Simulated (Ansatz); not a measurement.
# BN: how the settings move a single-point run

Question: which choices in the input matter for BN?

Method: reference: DFT, HSE06, plane waves, PAW, in Ansatz 0.2.0.

3 further runs of the same task are left out: 3 that didn't finish.

### Step 1. The structure to begin with

The structure is trigonal, space group R3m (No. 160). Conventional cell: a = 2.500 Å, b = 2.500 Å, c = 9.760 Å, α = 90.00°, β = 90.00°, γ = 120.00°. B (site symmetry 3m) is surrounded by 3 N at 1.44 Å. N (site symmetry 3m) has 3 B at 1.44 Å as nearest neighbours.

Coordinates:

```cif
data_structure
_symmetry_space_group_name_H-M 'P 1'
_symmetry_Int_Tables_number 1
_cell_length_a 2.5002
_cell_length_b 2.5002
_cell_length_c 3.5581
_cell_angle_alpha 90.073
_cell_angle_beta 110.491
_cell_angle_gamma 119.999
_cell_volume 17.61
loop_
_atom_site_label
_atom_site_type_symbol
_atom_site_fract_x
_atom_site_fract_y
_atom_site_fract_z
_atom_site_occupancy
B1 B 0.99103 0.99142 0.99384 1
N1 N 0.65712 0.32446 0.99297 1
```

### Step 2. Reference

File input.yaml:

```yaml
crystal:
  lattice:
    - [2.4882474397, 0.002778232, -0.2444864326]
    - [-1.234475066, 2.1604234412, 0.2445297637]
    - [-0.9249797325, -0.9087842203, 3.3134103186]
  atoms:
    - { symbol: B, position: [0.9910320811, 0.9914197586, -0.0061621998] }
    - { symbol: "N", position: [0.6571169189, 0.3244642414, 0.9929671998] }
kpoints:
  mp_grid: { grid: [6, 6, 6] }
hamiltonian:
  xc: hse06
scf:
  occupations: { method: fixed }
  n_extra_bands: 4
output:
  forces: true
  stress: true
  eigenvalues: true
  write_density: true
  write_potential: true
  elf: true
  volumetric_format: npy
```

Run with:

```sh
$ ansatz run input.yaml --threads 4 --pin off --max-ram 4608MiB --backend cpu --events-out ev --progress --plain --runs-dir out
```

### Step 3. Changed: xc cam_b3lyp

Edit input.yaml of step 2 so:

```diff
@@ -11,3 +11,3 @@
 hamiltonian:
-  xc: hse06
+  xc: cam_b3lyp
 scf:
@@ -19,5 +19 @@
   eigenvalues: true
-  write_density: true
-  write_potential: true
-  elf: true
-  volumetric_format: npy
```

### Step 4. Changing settings: exchange pbe, correlation pbe, coeff 0.75

Edit input.yaml of step 2 so:

```diff
@@ -11,3 +11,3 @@
 hamiltonian:
-  xc: hse06
+  xc: { exchange: pbe, correlation: pbe, exx: { coeff: 0.75 } }
 scf:
@@ -19,5 +19 @@
   eigenvalues: true
-  write_density: true
-  write_potential: true
-  elf: true
-  volumetric_format: npy
```

### Step 5. Variant: exchange pbe, correlation pbe, coeff 0.15, omega 0.3

Edit input.yaml of step 2 so:

```diff
@@ -11,3 +11,3 @@
 hamiltonian:
-  xc: hse06
+  xc: { exchange: pbe, correlation: pbe, exx: { coeff: 0.15, omega: 0.3 } }
 scf:
@@ -19,5 +19 @@
   eigenvalues: true
-  write_density: true
-  write_potential: true
-  elf: true
-  volumetric_format: npy
```

### Step 6. Variant: occupations.method gaussian, occupations.width 0.05

Edit input.yaml of step 2 so:

```diff
@@ -13,3 +13,3 @@
 scf:
-  occupations: { method: fixed }
+  occupations: { method: gaussian, width: 0.05 }
   n_extra_bands: 4
@@ -19,5 +19 @@
   eigenvalues: true
-  write_density: true
-  write_potential: true
-  elf: true
-  volumetric_format: npy
```

**Question.** What will these runs give? Wanted: for each run, ending; energy change; pressure; gap; force.

**Answer**, as computed:

```csv
run,ending,energy change,pressure (GPa),gap (eV),force (eV/Å),cycles,time
reference,converged,0,-0.5,5.49,0.00,11,17 s
1: xc cam_b3lyp,converged,not comparable,-1.3,8.56,0.00,14,20 s
"2: exchange pbe, correlation pbe, coeff 0.75",converged,not comparable,-9.8,10.54,0.00,19,20 s
"3: exchange pbe, correlation pbe, coeff 0.15, omega 0.3",converged,not comparable,1.6,4.83,0.00,11,16 s
"4: occupations.method gaussian, occupations.width 0.05",converged,0.0 meV/atom (σ→0),-0.5,5.49,0.00,-,17 s
```

Times don't compare one to one where runs were asked for different outputs or read a saved state (see the inputs); cycles may leave out searches for a lower state.

Residual by cycle in the longest SCF loop of each run; runs are numbered as in the table. The quantity is the density residual dr2, in eV.

```csv
cycle,reference,run 1,run 2,run 3,run 4
1,0.00698,0.00447,0.0348,0.00282,0.00723
2,0.00125,0.00288,0.0227,4.0e-4,0.00121
3,5.6e-4,5.3e-4,0.00812,1.5e-4,4.7e-4
4,1.7e-5,1.2e-4,0.00126,2.2e-6,1.3e-5
5,9.0e-6,1.4e-5,5.9e-4,1.5e-6,9.1e-6
6,6.7e-7,2.5e-6,1.2e-4,5.2e-8,3.6e-7
7,-,-,1.2e-6,-,-
```

«occupations.method gaussian, occupations.width 0.05» leaves the energy as it was.
